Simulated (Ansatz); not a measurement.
# Ag (hcp): energy against volume

Theory: Ansatz, DFT, revPBE, plane waves (420 eV) with PAW, scalar-relativistic. (PAW data from PBE, frozen cores regenerated.)

The cell is scaled uniformly from the relaxed one, with fractional coordinates and shape fixed. Energies are extrapolated to zero smearing, pressures are those at the given smearing. Magnetic state: spin not included.

A Birch-Murnaghan fit gives V₀ = 18.49 Å³/atom, B₀ = 78 GPa, B₀′ = 5.8.

(1) What are the energy above the minimum and the pressure at 17.763 Å³/atom?

(2) What are the energy above the minimum and the pressure at 19.243 Å³/atom?

(3) What are the energy above the minimum and the pressure at 20.723 Å³/atom?

Results:

(1) 7.7 meV/atom and 3.54 GPa as computed.

(2) 6.8 meV/atom and -2.77 GPa as computed.

(3) 50.6 meV/atom and -6.37 GPa as computed.
